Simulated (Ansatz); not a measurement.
# ZrN (Fm-3m): lattice vibrations

```
Zr N
1.0
     0.00000    2.27637    2.27637
     2.27637    0.00000    2.27637
     2.27637    2.27637    0.00000
Zr N
1 1
Direct
  0.50000 0.50000 0.50000
  0.00000 0.00000 0.00000
```

Computed, not measured; unless marked otherwise by PBEsol, all-electron LAPW in Ansatz 0.2.0, scalar-relativistic. k mesh 14×14×14, Fermi-Dirac smearing of 0.100 eV, basis error target 1 meV/atom. The cell was relaxed by PAW under this functional.

Atoms are displaced by 0.01 Å in the smallest supercells that hold the wave vectors of a 2×2×2 mesh. Negative values stand for unstable modes.

(1) What are the phonon energies at the solved wave vectors, in cm⁻¹?

(2) Is the structure dynamically stable at these wave vectors?

(3) How do the optical zone-centre modes decompose, and which are active?

(4) How well do frozen-core PAW files reproduce these all-electron values?

(5) The cell is scaled evenly to 23.120 and 24.063 Å³ (from 23.592), with free atoms relaxed and the shape held. What are the mode Grüneisen parameters γ = −d ln ω/d ln V?

## Answers

(1) 

```tsv
q	point	modes (cm⁻¹)
0.000 0.000 0.000	Gamma	499.3 (×3)
0.500 0.000 0.000	L	164.0 (×2), 213.7, 486.7, 502.3 (×2)
0.500 0.500 0.000	X	201.8 (×2), 238.4, 467.1, 487.5 (×2)
```

(2) Yes, no mode is unstable there; wave vectors off this mesh aren't tested.

(3) Point group m-3m: Γ_opt = T1u.

| label | cm⁻¹ | activity | mostly |
| --- | --- | --- | --- |
| T1u | 499.3 | IR | N (87 %) |

In a metal the activity is that of symmetry alone; free carriers screen the infrared modes.

(4) With a cutoff of 420 eV and displacements of 0.0025 Å, the r.m.s. difference over the modes is 0.3 cm⁻¹; the largest difference is 488.0 (PAW) against 487.5 cm⁻¹ (LAPW).

(5) For the highest mode, 520.1 cm⁻¹ in the small cell and 485.0 in the large one give γ ≈ 1.75. From the change of the dynamical matrix on each mode:

```
point   cm⁻¹     γ
Gamma  499.3  1.96
    L  164.0  2.54
    L  213.7  2.31
    L  486.7  1.78
    L  502.3  1.75
    X  201.8  1.05
    X  238.4  1.42
    X  467.1  1.94
    X  487.5  1.88
```

Weighted by the modes' heat capacities at 300 K, the mean on this mesh is 1.88; it moves with the q mesh, and a coarse one overweights the zone boundary.

Caveats: responses of metals move with mesh and smearing; the frozen-core PAW files of the compared runs were fitted under PBE, their cores solved anew for this functional.
